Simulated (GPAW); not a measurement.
Runs of GPAW 26.7.0 on Pb. It takes space group Fm-3m (No. 225, cubic). The conventional cell has a = 4.950 Å, b = 4.950 Å, c = 4.950 Å, α = 90.00°, β = 90.00°, γ = 90.00°. Pb (site symmetry m-3m) is surrounded by 12 Pb at 3.50 Å. 

| task | level | potentials or basis | spin | k mesh | cutoff (eV) | maxiter | convergence | supercell | supercell k mesh | displacement | mesh quality | gap on the mesh (eV) | V0 of scaled cells (Å³/atom) | B0 (GPa) |
| --- | --- | --- | --- | --- | --- | --- | --- | --- | --- | --- | --- | --- | --- | --- |
| equation of state | PBEsol | PAW data sets generated in the run's folder for this functional, pw | off | 9 × 9 × 9 | 600 | 150 | - | - | - | - | not flagged | - | 29.78 | 50 |
| equation of state | SOGGA | PAW data sets generated in the run's folder for this functional, pw | off | 9 × 9 × 9 | 600 | 150 | - | - | - | - | not flagged | - | (a) | 50 |
| single point | PBE0 | GPAW PAW data sets (gpaw-data 1.2.1), pw | off | 4 × 4 × 4 | 450 | 60 | - | - | - | - | coarse | none | - | - |
| phonons | BEEF-vdW | GPAW PAW data sets (gpaw-data 1.2.1), pw | off | 6 × 6 × 6 | 600 | 150 | density=1e-06 eigenstates=1e-09 | 2 × 2 × 2 | 3 × 3 × 3 | 0.01 | coarse | none | - | - |

Alike in all rows: cell as given; smearing fermi-dirac 0.05 eV.

**Question.** Fill in the values left out.

**Answer.** (a) 29.72.

Caveats: some runs use coarse meshes; the PAW data sets were made with another functional, which shifts forces and pressure a little (some runs); exact exchange converges slowly with the k mesh, and this mesh is small (some runs); some modes are imaginary (some runs); phonon bands are interpolated from a small supercell (some runs).

A k mesh can miss the band edges, and the runs leave out spin-orbit coupling on Pb.

A gap of «none» marks a metal or a gap under the smearing width.

Runs at the PBE level aren't shown here.
